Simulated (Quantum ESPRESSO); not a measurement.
## Convergence study of the k-point mesh for SrF₂ (I4mm, 3 atoms in the cell)

```
SrF2
1.0
    0.00000     2.88550     2.88550
    2.88550     0.00000     2.88550
    2.88550     2.88550     0.00000
Sr F
1 2
Direct
  0.00866   0.00866   0.99134
  0.25000   0.25000   0.25000
  0.75000   0.75000   0.75000
```

Method: PBE, PSlibrary ultrasoft (PBE) pseudopotentials (plane waves; Quantum ESPRESSO).

Base settings: ecutwfc = 55 Ry; ecutrho = 385 Ry; occupations = smearing; smearing = fermi-dirac; degauss = 0.00147 Ry; potentials = {Sr: Sr.pbe-spn-rrkjus_psl.1.0.0.UPF, F: F.pbe-n-rrkjus_psl.1.0.0.UPF}; K_POINTS = automatic 3 3 3 0 0 0; conv_thr = 1e-10 Ry; mixing_beta = 0.4.

The second cell is the first with its lattice scaled by 0.98.

Only quantities that move along the ladder and can be compared are tabulated.

The count of work is k-points × plane waves × bands × iterations; it is no time. 

The starting cell has typed, rounded lattice constants, without a prior relaxation at this level. Its lattice was rescaled by up to half a per cent. One atom was moved a little off its site on purpose.

Steps (K_POINTS): automatic 2 2 2 0 0 0; automatic 3 3 3 0 0 0; automatic 4 4 4 0 0 0; automatic 5 5 5 0 0 0; automatic 6 6 6 0 0 0; automatic 7 7 7 0 0 0; automatic 8 8 8 0 0 0; automatic 9 9 9 0 0 0; automatic 10 10 10 0 0 0; automatic 12 12 12 0 0 0; automatic 13 13 13 0 0 0; automatic 14 14 14 0 0 0; automatic 17 17 17 0 0 0; automatic 21 21 21 0 0 0.

### Question
What is the coarsest K_POINTS that holds the free energy within 1 meV/atom of the last step, with all finer ones?

### Answer
automatic 3 3 3 0 0 0, at 0.0091 of the last step's count of work; the step before is off by 15 meV/atom.

### Question
What is the coarsest K_POINTS that holds the energy of the compressed cell less the first within 0.5 meV/atom of the last step, with all finer ones?

### Answer
automatic 3 3 3 0 0 0, at 0.0091 of the last step's count of work; the step before is off by 3.3 meV/atom.

```tsv
K_POINTS	free energy less the last step's (meV/atom)	energy of the compressed cell less the first (meV/atom)	pressure (GPa)	largest difference of a force vector from the last step's (eV/Å)	gap on the mesh (eV)	count of work / last
automatic 2 2 2 0 0 0	15.09	38.42	3.38	0.008	6.994	0.0066
automatic 3 3 3 0 0 0	0.26	35.14	2.91	0.000	7.120	0.0091
automatic 4 4 4 0 0 0	-0.12	35.33	2.90	0.000	7.013	0.018
automatic 5 5 5 0 0 0	-0.07	35.27	2.91	0.000	7.063	0.030
automatic 6 6 6 0 0 0	-0.04	35.21	2.91	0.000	7.013	0.041
automatic 7 7 7 0 0 0	-0.01	35.16	2.91	0.000	7.038	0.066
automatic 8 8 8 0 0 0	-0.02	35.17	2.91	0.000	7.013	0.081
automatic 9 9 9 0 0 0	-0.01	35.18	2.91	0.000	7.028	0.10
automatic 10 10 10 0 0 0	0.01	35.15	2.91	0.000	7.013	0.14
automatic 12 12 12 0 0 0	0.00	35.19	2.91	0.000	7.013	0.22
automatic 13 13 13 0 0 0	0.01	35.16	2.91	0.000	7.020	0.27
automatic 14 14 14 0 0 0	0.00	35.16	2.91	0.000	7.013	0.34
automatic 17 17 17 0 0 0	0.00	35.16	2.91	0.000	7.017	0.56
automatic 21 21 21 0 0 0	0.00	35.17	2.91	0.000	7.016	1.0
```

The gap on the mesh jumps up and down from mesh to mesh; it is no smooth measure of convergence.
